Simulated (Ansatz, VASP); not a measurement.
Cs4H: VASP beside Ansatz

```
Cs H
1.0
     7.24221    0.00000    0.00000
     0.00000    7.24221    0.00000
     0.00000    0.00000    7.24221
Cs H
4 1
Direct
  0.00000 0.50000 0.50000
  0.50000 0.00000 0.50000
  0.50000 0.50000 0.00000
  0.00000 0.00000 0.00000
  0.50000 0.50000 0.50000
```

Alike in both runs: functional PBE; k mesh 6 × 6 × 6; occupations gaussian, width 0.1 eV; no spin polarisation.

Ansatz relaxed the structure, and its values are those at the end. VASP's run is a single point on that final structure, the one shown.

```csv
,VASP,Ansatz
version,VASP 6.6.1,Ansatz 0.2.0
potentials or method,"VASP PAW PBE potentials, release 64 (Cs_sv, H)","scalar-relativistic, plane waves, PAW"
plane-wave cutoff (eV),520,420
valence electrons in the cell,37,37
```

```csv
,VASP,Ansatz,Ansatz less VASP
gap on the k mesh at the Fermi level (eV),none,none,-
pressure (GPa),0.0,0.0,+0.01
```

A gap of «none» marks a metal or a gap that the smearing closes. With one functional, cell and mesh, what is left measures potentials, basis and numerics.

The runs have no spin-orbit coupling, so splittings on Cs are missing.
